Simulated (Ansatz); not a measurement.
Input file of a DFT run on Cu3N with Ansatz:

```yaml
crystal:
  lattice:
    - [3.7875717768, 0.0, 0.0]
    - [0.0, 3.7875717768, 0.0]
    - [0.0, 0.0, 3.7875717768]
  atoms:
    - { symbol: Cu, position: [0.5, 0.0, 0.0] }
    - { symbol: Cu, position: [0.0, 0.5, 0.0] }
    - { symbol: Cu, position: [0.0, 0.0, 0.5] }
    - { symbol: "N", position: [0.0, 0.0, 0.0] }
basis:
  ecutwfc: 500
  ecutrho_ratio: 4
kpoints:
  mp_grid: { grid: [10, 10, 10] }
hamiltonian:
  xc: r2scan
scf:
  occupations: { method: gaussian, width: 0.05 }
output:
  forces: true
  stress: true
  eigenvalues: true
```

Launched as:
```sh
ansatz run input.yaml --threads 4 --pin off --max-ram 7168MiB --backend cpu --events-out ev --progress --plain --runs-dir out
```

The chain of runs began from a cell as deposited in COD, expanded in volume.

Problem. Before reading the output: what should come out?

Solution. Pressure 0.0 GPa, gap on the mesh 0.23 eV (r²SCAN, scalar-relativistic).

What the program printed, in part:

```
Pseudopotentials: kind: paw
Pseudopotential: Cu, paw, valence charge 19, recommended cutoff 500 eV (meta_gga), Cu.paw.azcp
Pseudopotential: N, paw, valence charge 5, recommended cutoff 500 eV (meta_gga), N.paw.azcp
Crystal: 4 atoms, lattice volume = 54.335 Å³
Basis set: ecut = 500 eV, 1357 PW (Γ), exchange–correlation on 120×120×120 points (64 copies of the dense FFT grid, shifted against one another)
Bands: 38, of which v1, the nominal top of the filled ones, is band 31 counted from 1 (30 counted from 0)
Symmetry: 48 space group operations
Space group: Pm-3m (ITA 221), of the structure as read, at distance tolerance 3.8e-5 Å
k-points: 56 of 1000
Initial density: superposition of atomic densities (neutral atoms: chi_scale 0, normalization atom), corrected by the library's trained network
Initial wavefunctions: pseudopotential atomic-orbital guess
Functional: x = r2scan, c = r2scan; τ floored in thin density (d = 2e-4 eV/Å³)
```

SCF trace (energy estimate counted from the last row):
```tsv
iteration	ΔE (eV)	density residual (eV)
1	-0.069	5.04e-1
2	-0.048	8.87e-2
3	-0.006	3.07e-2
4	6.5e-04	7.27e-4
5	-1.8e-05	2.88e-4
6	-1.8e-05	2.70e-5
7	1.0e-06	6.48e-6
8	0.000	6.06e-7
9	0.000	2.56e-8
```

```
SCF 1 converged in 9 iterations: F = -20277.575844 eV  dr2 = 2.56e-8
SCF converged after 9 iterations
Free energy (F): -20277.575844 eV
E sigma→0 (E₀):  -20277.575844 eV
Entropy (-TS):   -0.000001 eV ( 0.000 meV/atom)
Fermi energy:    11.496657 eV
--- Forces (eV/Å), atoms counted from 1 ---
  atom   1  Cu     0.00000000     0.00000000     0.00000000
  atom   2  Cu     0.00000000     0.00000000     0.00000000
  atom   3  Cu     0.00000000     0.00000000     0.00000000
  atom   4  N      0.00000000     0.00000000     0.00000000
--- Stress (GPa, compression-positive) ---
        0.004904       0.000000       0.000000
        0.000000       0.004904       0.000000
        0.000000       0.000000       0.004904
  P = ⅓ Tr σ = 0.0049 GPa (0.049 kbar)
```

Run time: 21 s on 4 threads of Intel(R) Xeon(R) Processor @ 2.50GHz (Skylake/Cascade Lake), with other jobs on the host, peak memory 0.56 GiB.

A gap on the mesh alone may be smaller, or close, between its points.
